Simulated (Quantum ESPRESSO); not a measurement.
# MgSi (P4/mmm) in Quantum ESPRESSO: single point with PBEsol

Aim: the single point of MgSi with PBEsol.

Program: Quantum ESPRESSO 7.5. These are calculated values, not measurements. Logs are shortened: lines on timing, memory, paths and dates and some standing lists are left out, and cuts for length are marked.

## Step 1: Starting point

Symmetry: P4/mmm, No. 123, tetragonal system. Conventional cell: a = 2.908 Å, b = 2.908 Å, c = 4.103 Å, α = 90.00°, β = 90.00°, γ = 90.00°. Around Si (site symmetry 4/mmm) lie 8 Mg at 2.90 Å and 4 Si at 2.91 Å. Around Mg (site symmetry 4/mmm) lie 8 Si at 2.90 Å and 4 Mg at 2.91 Å.

The cell comes from a database or a generator and needn't be the stable form of this composition.

## Step 2: Single point, PBEsol

The input, run.py:

```python
import numpy as np
from ase.calculators.espresso import Espresso, EspressoProfile
from ase import Atoms

atoms = Atoms(['Si', 'Mg'],
              cell=[[2.908394, 0.0, 0.0], [0.0, 2.908394, 0.0], [0.0, 0.0, 4.103427]],
              scaled_positions=[[0.5, 0.5, 0.5], [0.0, 0.0, 0.0]],
              pbc=True)

input_data = {
    'control': {'calculation': 'scf', 'prefix': 'pwscf', 'outdir': './tmp', 'tprnfor': True, 'tstress': True, 'disk_io': 'nowf'},
    'system': {'ecutwfc': 45.0, 'ecutrho': 360.0, 'nbnd': 13, 'occupations': 'smearing', 'smearing': 'fd', 'degauss': 0.00367493},
    'electrons': {'conv_thr': 4e-10, 'electron_maxstep': 120, 'mixing_beta': 0.5},
}
pseudopotentials = {'Si': 'si_pbesol_v1.uspp.F.UPF', 'Mg': 'mg_pbesol_v1.4.uspp.F.UPF'}
profile = EspressoProfile(command='mpirun -n 2 pw.x -nk 2', pseudo_dir='pseudo')
dft = Espresso(profile=profile, input_data=input_data, pseudopotentials=pseudopotentials, kpts=(9, 9, 7), koffset=(0, 0, 0))
atoms.calc = dft

print(f'energy {atoms.get_potential_energy():.8f} eV')
print('forces (eV/A)')
print(np.round(atoms.get_forces(), 6))
print('stress (eV/A^3, Voigt)')
print(np.round(atoms.get_stress(), 8))
print(f'Fermi level {dft.get_fermi_level():.4f} eV')
```

Potentials or basis: GBRV 1.5 PBEsol.

Command:

```bash
$ OMP_NUM_THREADS=1 python run.py
```

Output:

```text
energy -1832.23167717 eV
forces (eV/A)
[[0. 0. 0.]
 [0. 0. 0.]]
stress (eV/A^3, Voigt)
[-0.00295647 -0.00295647  0.03588068 -0.         -0.         -0.        ]
Fermi level 8.0163 eV
```

espresso.pwi:

```text
&CONTROL
   calculation      = 'scf'
   tstress          = .true.
   tprnfor          = .true.
   outdir           = './tmp'
   prefix           = 'pwscf'
   disk_io          = 'nowf'
   pseudo_dir       = 'pseudo'
/
&SYSTEM
   nbnd             = 13
   ecutwfc          = 45.0
   ecutrho          = 360.0
   occupations      = 'smearing'
   degauss          = 0.00367493
   smearing         = 'fd'
   ntyp             = 2
   nat              = 2
   ibrav            = 0
/
&ELECTRONS
   electron_maxstep = 120
   conv_thr         = 4e-10
   mixing_beta      = 0.5
/
&IONS
/
&CELL
/
&FCP
/
&RISM
/
ATOMIC_SPECIES
Si 28.085 si_pbesol_v1.uspp.F.UPF
Mg 24.305 mg_pbesol_v1.4.uspp.F.UPF

K_POINTS automatic
9 9 7  0 0 0

CELL_PARAMETERS angstrom
2.90839400000000 0.00000000000000 0.00000000000000
0.00000000000000 2.90839400000000 0.00000000000000
0.00000000000000 0.00000000000000 4.10342700000000

ATOMIC_POSITIONS angstrom
Si 1.4541970000 1.4541970000 2.0517135000  
Mg 0.0000000000 0.0000000000 0.0000000000
```

espresso.pwo:

```text
This program is part of the open-source Quantum ESPRESSO suite
     for quantum simulation of materials; please cite
         "P. Giannozzi et al., J. Phys.:Condens. Matter 21 395502 (2009);
         "P. Giannozzi et al., J. Phys.:Condens. Matter 29 465901 (2017);
         "P. Giannozzi et al., J. Chem. Phys. 152 154105 (2020);
     in publications or presentations arising from this work. More details at

Warning: card &CELL ignored
Warning: card &FCP ignored
Warning: card &RISM ignored

     Message from routine setup:
     using ibrav=0 with symmetry is DISCOURAGED, use correct ibrav instead

     K-points division:     npool     =       2
     Subspace diagonalization in iterative solution of the eigenvalue problem:
     a serial algorithm will be used

     G-vector sticks info
     --------------------
     sticks:   dense  smooth     PW     G-vecs:    dense   smooth      PW
     Sum         869     437    137                27107     9573    1715

     Using Slab Decomposition

     bravais-lattice index     =            0
     lattice parameter (alat)  =       5.4961  a.u.
     unit-cell volume          =     234.2339 (a.u.)^3
     number of atoms/cell      =            2
     number of atomic types    =            2
     number of electrons       =        14.00
     number of Kohn-Sham states=           13
     kinetic-energy cutoff     =      45.0000  Ry
     charge density cutoff     =     360.0000  Ry
     scf convergence threshold =      4.0E-10
     mixing beta               =       0.5000
     number of iterations used =            8  plain     mixing
     Exchange-correlation= SLA  PW   PSX  PSC
                           (   1   4  10   8   0   0   0)

     celldm(1)=   5.496068  celldm(2)=   0.000000  celldm(3)=   0.000000
     celldm(4)=   0.000000  celldm(5)=   0.000000  celldm(6)=   0.000000

     crystal axes: (cart. coord. in units of alat)
               a(1) = (   1.000000   0.000000   0.000000 )
               a(2) = (   0.000000   1.000000   0.000000 )
               a(3) = (   0.000000   0.000000   1.410891 )

     reciprocal axes: (cart. coord. in units 2 pi/alat)
               b(1) = (  1.000000  0.000000  0.000000 )
               b(2) = (  0.000000  1.000000  0.000000 )
               b(3) = (  0.000000  0.000000  0.708772 )

     PseudoPot. # 1 for Si read from file:
     si_pbesol_v1.uspp.F.UPF
     Pseudo is Ultrasoft + core correction, Zval =  4.0
     Generated by new atomic code, or converted to UPF format
     Using radial grid of  899 points,  6 beta functions with:
                l(1) =   0
                l(2) =   0
                l(3) =   1
                l(4) =   1
                l(5) =   2
                l(6) =   2
     Q(r) pseudized with  8 coefficients,  rinner =    0.900   0.900   0.900
                                                       0.900   0.900

     PseudoPot. # 2 for Mg read from file:
     mg_pbesol_v1.4.uspp.F.UPF
     Pseudo is Ultrasoft, Zval = 10.0
     Generated by new atomic code, or converted to UPF format
     Using radial grid of  821 points,  7 beta functions with:
                l(1) =   0
                l(2) =   0
                l(3) =   0
                l(4) =   1
                l(5) =   1
                l(6) =   2
                l(7) =   2
     Q(r) pseudized with  8 coefficients,  rinner =    1.200   1.200   1.200
                                                       1.200   1.200

     atomic species   valence    mass     pseudopotential
     Si                4.00    28.08500     Si( 1.00)
     Mg               10.00    24.30500     Mg( 1.00)

     16 Sym. Ops., with inversion, found

   Cartesian axes

     site n.     atom                  positions (alat units)
         1        Si     tau(   1) = (   0.5000000   0.5000000   0.7054455  )
         2        Mg     tau(   2) = (   0.0000000   0.0000000   0.0000000  )

     number of k points=    60  Fermi-Dirac smearing, width (Ry)=  0.0037
                       cart. coord. in units 2pi/alat
        k(    1) = (   0.0000000   0.0000000   0.0000000), wk =   0.0035273
        k(    2) = (   0.0000000   0.0000000   0.1012531), wk =   0.0070547
        k(    3) = (   0.0000000   0.0000000   0.2025063), wk =   0.0070547
        k(    4) = (   0.0000000   0.0000000   0.3037594), wk =   0.0070547
        k(    5) = (   0.0000000   0.1111111   0.0000000), wk =   0.0141093
        k(    6) = (   0.0000000   0.1111111   0.1012531), wk =   0.0282187
[... 52 lines left out ...]
        k(   59) = (   0.4444444   0.4444444   0.2025063), wk =   0.0282187
        k(   60) = (   0.4444444   0.4444444   0.3037594), wk =   0.0282187

     Dense  grid:    27107 G-vectors     FFT dimensions: (  36,  36,  48)

     Smooth grid:     9573 G-vectors     FFT dimensions: (  24,  24,  36)

     Initial potential from superposition of free atoms

     starting charge      13.6991, renormalised to      14.0000
     Starting wfcs are    9 randomized atomic wfcs +    4 random wfcs

     Self-consistent Calculation

     iteration #  1     ecut=    45.00 Ry     beta= 0.50
     Davidson diagonalization with overlap
     ethr =  1.00E-02,  avg # of iterations =  6.3

     total energy              =    -134.64262260 Ry
     estimated scf accuracy    <       0.14615410 Ry

     iteration #  2     ecut=    45.00 Ry     beta= 0.50
     Davidson diagonalization with overlap
     ethr =  1.04E-03,  avg # of iterations =  2.2

     total energy              =    -134.66588511 Ry
     estimated scf accuracy    <       0.01196248 Ry

     iteration #  3     ecut=    45.00 Ry     beta= 0.50
     Davidson diagonalization with overlap
     ethr =  8.54E-05,  avg # of iterations =  2.7

     total energy              =    -134.66647198 Ry
     estimated scf accuracy    <       0.00139843 Ry

     iteration #  4     ecut=    45.00 Ry     beta= 0.50
     Davidson diagonalization with overlap
     ethr =  9.99E-06,  avg # of iterations =  2.9

     total energy              =    -134.66653993 Ry
     estimated scf accuracy    <       0.00011210 Ry

     iteration #  5     ecut=    45.00 Ry     beta= 0.50
     Davidson diagonalization with overlap
     ethr =  8.01E-07,  avg # of iterations =  3.4

     total energy              =    -134.66655559 Ry
     estimated scf accuracy    <       0.00000069 Ry

     iteration #  6     ecut=    45.00 Ry     beta= 0.50
     Davidson diagonalization with overlap
     ethr =  4.95E-09,  avg # of iterations =  2.7

     total energy              =    -134.66655618 Ry
     estimated scf accuracy    <       0.00000005 Ry

     iteration #  7     ecut=    45.00 Ry     beta= 0.50
     Davidson diagonalization with overlap
     ethr =  3.25E-10,  avg # of iterations =  2.2

     total energy              =    -134.66655619 Ry
     estimated scf accuracy    <          7.6E-10 Ry

     iteration #  8     ecut=    45.00 Ry     beta= 0.50
     Davidson diagonalization with overlap
     ethr =  5.43E-12,  avg # of iterations =  2.6

     End of self-consistent calculation

          k = 0.0000 0.0000 0.0000 (  1197 PWs)   bands (ev):

   -67.7017 -34.6523 -34.6515 -34.6515  -3.1078   5.3119   7.1426  12.4925
    12.4925  13.5681  16.4597  20.5957  21.0203

          k = 0.0000 0.0000 0.1013 (  1201 PWs)   bands (ev):

   -67.7017 -34.6525 -34.6515 -34.6515  -2.9679   3.9092   8.8878  12.5702
    12.5702  13.7275  16.5966  19.5984  19.5984

          k = 0.0000 0.0000 0.2025 (  1196 PWs)   bands (ev):

   -67.7017 -34.6529 -34.6515 -34.6515  -2.5875   2.2624  11.5909  12.7655
    12.7655  14.1839  16.9628  18.2982  18.3582

          k = 0.0000 0.0000 0.3038 (  1176 PWs)   bands (ev):

   -67.7017 -34.6533 -34.6514 -34.6514  -2.1607   1.1807  12.9498  12.9498
    14.5644  14.7835  17.0542  17.2019  17.6182

          k = 0.0000 0.1111 0.0000 (  1199 PWs)   bands (ev):

   -67.7013 -34.6571 -34.6518 -34.6510  -2.8995   5.4949   7.3530  10.0622
    12.6558  14.8505  17.9063  18.2520  19.6205

          k = 0.0000 0.1111 0.1013 (  1187 PWs)   bands (ev):

   -67.7012 -34.6571 -34.6519 -34.6510  -2.7604   4.1056   9.0784  10.1798
    12.7343  14.9783  16.8629  18.3011  19.7765

          k = 0.0000 0.1111 0.2025 (  1185 PWs)   bands (ev):

   -67.7012 -34.6571 -34.6523 -34.6510  -2.3824   2.4662  10.4532  11.7911
    12.9315  15.1222  15.7230  18.5266  18.5799

          k = 0.0000 0.1111 0.3038 (  1192 PWs)   bands (ev):

   -67.7012 -34.6571 -34.6527 -34.6510  -1.9590   1.3898  10.7645  13.1180
    14.3538  14.8467  15.9704  17.7817  18.0832

          k = 0.0000 0.2222 0.0000 (  1188 PWs)   bands (ev):

   -67.7001 -34.6714 -34.6503 -34.6498  -2.2810   6.0356   7.1923   8.0031
    13.1312  15.4547  15.6738  16.8918  21.6816

          k = 0.0000 0.2222 0.1013 (  1191 PWs)   bands (ev):

   -67.7001 -34.6713 -34.6504 -34.6498  -2.1442   4.6866   7.3218   9.6799
    13.2119  14.0788  15.8862  18.3403  20.2971

          k = 0.0000 0.2222 0.2025 (  1192 PWs)   bands (ev):

   -67.7001 -34.6713 -34.6509 -34.6498  -1.7734   3.0695   7.6414  12.1811
    12.7365  13.4150  16.2949  19.0206  19.4889

          k = 0.0000 0.2222 0.3038 (  1197 PWs)   bands (ev):

   -67.7001 -34.6713 -34.6512 -34.6498  -1.3602   2.0090   7.9802  11.5725
    13.6078  15.3164  16.7656  18.2609  18.6885

          k = 0.0000 0.3333 0.0000 (  1194 PWs)   bands (ev):

   -67.6989 -34.6875 -34.6486 -34.6485  -1.2817   4.6696   6.8890   9.0050
    13.0409  13.8493  14.5744  16.7820  20.3088

          k = 0.0000 0.3333 0.1013 (  1191 PWs)   bands (ev):

   -67.6989 -34.6875 -34.6488 -34.6485  -1.1489   4.7953   5.6126  10.5668
    11.7078  13.9337  16.2365  16.9300  20.3862
[... 183 lines left out ...]
   -67.6961 -34.6839 -34.6833 -34.6455   0.9976   5.7672   6.3665   7.2867
    11.2917  12.0231  13.0465  15.0579  18.3069

          k = 0.3333 0.3333 0.3038 (  1192 PWs)   bands (ev):

   -67.6961 -34.6839 -34.6833 -34.6458   1.3804   4.7632   6.6825   7.6612
    10.3339  11.1079  13.3536  16.8566  18.5129

          k = 0.3333 0.4444 0.0000 (  1206 PWs)   bands (ev):

   -67.6953 -34.6940 -34.6825 -34.6440   1.7284   4.3472   7.4132   9.4573
    10.8718  12.0264  12.8827  14.0603  15.5863

          k = 0.3333 0.4444 0.1013 (  1202 PWs)   bands (ev):

   -67.6953 -34.6939 -34.6825 -34.6441   1.8549   4.4697   7.5257   8.3748
    10.9908  11.3324  13.2233  14.5188  16.0137

          k = 0.3333 0.4444 0.2025 (  1194 PWs)   bands (ev):

   -67.6953 -34.6939 -34.6825 -34.6444   2.1962   4.7964   6.8750   7.8692
     9.7595  11.3071  12.5586  15.9834  16.7869

          k = 0.3333 0.4444 0.3038 (  1195 PWs)   bands (ev):

   -67.6953 -34.6938 -34.6824 -34.6447   2.5708   5.1457   5.8987   8.2069
     8.7713  11.6288  11.6567  15.5471  19.1915

          k = 0.4444 0.4444 0.0000 (  1208 PWs)   bands (ev):

   -67.6945 -34.6928 -34.6927 -34.6429   2.9745   5.1687   5.5511   9.1187
    10.4447  13.2779  13.7985  13.8258  14.4719

          k = 0.4444 0.4444 0.1013 (  1214 PWs)   bands (ev):

   -67.6945 -34.6928 -34.6927 -34.6431   3.1027   5.2803   5.6732   9.2458
     9.4638  12.0859  12.2741  14.9555  16.2864

          k = 0.4444 0.4444 0.2025 (  1204 PWs)   bands (ev):

   -67.6945 -34.6927 -34.6926 -34.6434   3.4496   5.5761   6.0006   8.0317
     9.5848  10.5183  10.8017  14.8710  17.4774

          k = 0.4444 0.4444 0.3038 (  1203 PWs)   bands (ev):

   -67.6945 -34.6927 -34.6926 -34.6436   3.8337   5.8873   6.3590   7.0481
     9.5661   9.8421   9.9355  13.9530  20.2186

     the Fermi energy is     8.0163 ev

!    total energy              =    -134.66655619 Ry
     estimated scf accuracy    <          1.4E-11 Ry
     smearing contrib. (-TS)   =      -0.00053037 Ry
     internal energy E=F+TS    =    -134.66602583 Ry

     The total energy is F=E-TS. E is the sum of the following terms:
     one-electron contribution =    -102.78167329 Ry
     hartree contribution      =      52.09909616 Ry
     xc contribution           =     -20.89450223 Ry
     ewald contribution        =     -63.08894648 Ry

     convergence has been achieved in   8 iterations

     Forces acting on atoms (cartesian axes, Ry/au):

     atom    1 type  1   force =     0.00000000    0.00000000    0.00000000
     atom    2 type  2   force =     0.00000000    0.00000000    0.00000000

     Total force =     0.000000     Total SCF correction =     0.000000

     Computing stress (Cartesian axis) and pressure

          total   stress  (Ry/bohr**3)                   (kbar)     P=      -16.00
   0.00003220   0.00000000   0.00000000            4.74        0.00        0.00
   0.00000000   0.00003220   0.00000000            0.00        4.74        0.00
   0.00000000   0.00000000  -0.00039079            0.00        0.00      -57.49

=------------------------------------------------------------------------------=
   JOB DONE.
=------------------------------------------------------------------------------=
```

Wall time 8.1 s (2 MPI ranks of Arm Neoverse V2, shared host); peak memory 0.2 GiB.

What came out:

| Quantity | Value |
| --- | --- |
| Free energy | -1832.2318 eV |
| Pressure | -1.6 GPa |
| Band gap on the k mesh | none (metal or under the smearing width) |

Levels at points of the mesh, in eV from the Fermi level:
```tsv
k point	band 3	band 4	band 5	band 6	band 7	band 8	band 9	band 10	band 11	band 12
(0.00, 0.00, 0.00)	-42.67	-42.67	-11.12	-2.70	-0.87	4.48	4.48	5.55	8.44	12.58
```

## Step 3: The reference run

An earlier run on the cell as given: functional PBEsol; potentials or basis GBRV 1.5 PBEsol; cutoff 612 eV; density cutoff 4898 eV; k mesh 9 × 9 × 7; occupations fermi-dirac, width 0.05 eV; no spin polarisation.

* Pressure: -1.6 GPa
* Band gap on the k mesh: none (metal or under the smearing width)
